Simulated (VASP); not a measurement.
# Pb: relaxation of cell and atoms with PBE+D4

The system is Pb.

```
CELL_PARAMETERS angstrom
0.00000 2.46500 2.46500
2.46500 0.00000 2.46500
2.46500 2.46500 0.00000
ATOMIC_POSITIONS crystal
Pb 0.00000 0.00000 0.00000
```

The cell was built by a generator and needn't be a form met in nature.

```json
{
  "Program": "VASP 6.6.1",
  "Task": "relaxation of cell and atoms",
  "Functional": "PBE",
  "Dispersion": "D4",
  "Potentials or basis": "VASP PAW PBE potentials, release 64 (Pb_d)",
  "Cutoff": "600 eV",
  "k mesh": "14 × 14 × 14",
  "Occupations": "methfessel-paxton, width 0.1 eV",
  "Spin": "no spin polarisation",
  "Further INCAR settings": "ALGO = Normal; EDIFF = 1e-07; IBRION = 2; EDIFFG = -0.005; NSW = 40; ISIF = 3"
}
```

```
Relaxed volume                         : 30.49 Å³/atom
Relaxed cell                           : a = 3.506 Å, b = 3.506 Å, c = 3.506 Å, α = 60.00°, β = 60.00°, γ = 60.00°
Space group after relaxing (to 0.05 Å) : Fm-3m (No. 225)
Energy gained by relaxing              : 1.4 meV/atom
Ionic steps                            : 3
Pressure after relaxing                : 0.0 GPa
Band gap on the k mesh                 : none (metal or under the smearing width)
Dispersion energy per atom             : -0.429 eV
```

The path:
| step | energy change (eV) | largest force (eV/Å) | pressure (GPa) | volume (Å³) |
| --- | --- | --- | --- | --- |
| 1 | 0.0000 | 0.0000 | 0.84 | 29.96 |
| 2 | -0.0012 | 0.0000 | -0.23 | 30.64 |
| 3 | -0.0014 | 0.0000 | 0.00 | 30.49 |

Final structure:
```
Pb
1.0
     0.00000    2.47944    2.47944
     2.47944    0.00000    2.47944
     2.47944    2.47944    0.00000
Pb
1
Direct
  0.00000 0.00000 0.00000
```

Levels at points of the mesh, in eV from the Fermi level:
```tsv
k point	band 3	band 4	band 5	band 6	band 7	band 8	band 9	band 10	band 11
(0.00, 0.00, 0.00)	-17.11	-16.97	-16.97	-11.76	7.33	7.33	7.33	9.72	11.23
(0.50, 0.00, 0.00)	-17.10	-16.84	-16.84	-8.17	-4.22	5.51	5.51	9.20	9.38
(0.50, 0.50, 0.00)	-16.85	-16.81	-16.81	-6.77	-3.29	2.00	2.00	5.32	6.59
```

It took 100 s on 1 thread of Intel(R) Xeon(R) Platinum 8259CL CPU @ 2.50GHz (Skylake/Cascade Lake), on a shared host, peak memory 0.19 GiB.

Caveat: pairwise dispersion overbinds metals, which lowers pressure and volume. The run has no spin-orbit coupling, so splittings on Pb are missing.
